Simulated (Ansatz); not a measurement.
# CdF2 in Ansatz: the effect of functional

The system is CdF2.

```
Cd F
1.0
     0.00000    2.65759    2.65759
     2.65759    0.00000    2.65759
     2.65759    2.65759    0.00000
Cd F
1 2
Direct
  0.00000 0.00000 0.00000
  0.75000 0.75000 0.75000
  0.25000 0.25000 0.25000
```

The cell isn't the ideal one: volume scaled by 0.96.

Alike in all runs:

| Property | Result |
| --- | --- |
| Program | Ansatz 0.2.0 |
| Task | single point |
| Potentials or basis | Ansatz PAW |
| k mesh | 9 × 9 × 9 |
| Occupations | fermi-dirac, width 0.05 eV |
| Spin | no spin polarisation |

```csv
functional,cutoff,gap on the mesh (eV),pressure (GPa)
LDA,420 eV (not typed: the program's choice for these potentials),2.99,-1.2
r2SCAN,500 eV (not typed: the program's choice for these potentials),3.98,5.1
PBE,420 eV (not typed: the program's choice for these potentials),?,?
```

Q: What does the run with functional PBE give?

A: gap on the mesh 3.28 eV; pressure 10.8 GPa.

Caveats: odd divisions of the mesh miss points on the zone boundary, where band edges often lie, so the gap on the mesh can be too wide; the PAW data sets come from PBE, with cores solved anew for the run's functional, which leaves a small shift of forces and pressure (some runs).

A k mesh can miss the band edges.
